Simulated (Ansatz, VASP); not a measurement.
## Al2Cu in VASP and in Ansatz

The input INCAR:

```
PREC     = Accurate       # precision mode
ENCUT    = 520            # plane-wave cutoff, eV
EDIFF    = 1E-7           # SCF threshold, eV
ISMEAR   = 0              # smearing method
SIGMA    = 0.15           # smearing width, eV
LREAL    = False          # projectors in reciprocal space
LASPH    = True           # aspherical terms in the spheres
NELM     = 100            # most SCF steps
ALGO     = Fast           # electronic algorithm
ISIF     = 2              # what is computed and relaxed
LWAVE    = False          # write WAVECAR
LCHARG   = True           # write CHGCAR
GGA      = PS             # functional
LELF     = True           # ELF
LVHAR    = True         
NBANDS   = 16             # bands
```

KPOINTS

```
Automatic mesh
0
Gamma
  10 10 14
```

File POSCAR:

```
Al2Cu
1.0
    4.1795741489      0.0000000000      0.0000000000
    0.0000000000      4.1795741489      0.0000000000
    0.0000000000      0.0000000000      2.7129911133
Al Cu
2 1
Direct
    0.5074638706      0.0000000000      0.5000000000
   -0.1089562558      0.5000000000      0.5000000000
    0.0430935180      0.0000000000      0.0000000000
```

Input for Ansatz:

```yaml
crystal:
  lattice:
    - [4.1795741489, 0.0, 0.0]
    - [0.0, 4.1795741489, 0.0]
    - [0.0, 0.0, 2.7129911133]
  atoms:
    - { symbol: Al, position: [0.5074638706, 0.0, 0.5] }
    - { symbol: Al, position: [-0.1089562558, 0.5, 0.5] }
    - { symbol: Cu, position: [0.043093518, 0.0, 0.0] }
basis:
  ecutwfc: 520.0
kpoints:
  mp_grid: { grid: [10, 10, 14] }
hamiltonian:
  xc: pbesol
  pseudopotentials: { kind: paw, azcp: { folder: soft_1 } }
scf:
  occupations: { method: gaussian, width: 0.15 }
output:
  forces: true
  stress: true
  eigenvalues: true
```

Change from the starting cell: mode 4 frozen in at -0.445 Å, strain +e along z and -e/2 along x and y -0.0467.

Alike in both runs: task single point; functional PBEsol; k mesh 10 × 10 × 14; occupations gaussian, width 0.15 eV; no spin polarisation.

|  | VASP | Ansatz |
| --- | --- | --- |
| version | VASP 6.6.1 | Ansatz 0.2.0 |
| potentials or method | VASP PAW PBE potentials, release 64 (Al, Cu) | scalar-relativistic, plane waves, PAW |
| plane-wave cutoff (eV) | 520 | 520 |
| valence electrons in the cell | 17 | 25 |

```csv
,VASP,Ansatz,Ansatz less VASP
gap on the k mesh at the Fermi level (eV),none,none,-
pressure (GPa),3.4,3.1,-0.27
largest component of the traceless stress (GPa),3.00,3.00,-0.006
rms of the force components (eV/Å),0.472,0.475,+0.0030
```

Atom by atom the forces differ by 0.003 eV/Å (rms over components). A gap of «none» marks a metal or a gap that the smearing closes. With one functional, cell and mesh, what is left measures potentials, basis and numerics. The two sets of potentials don't hold the same shells in valence. Ansatz warned: «pseudo_functional_mismatch».

Caveats: the PAW data sets were made with another functional, which shifts forces and pressure a little (VASP).
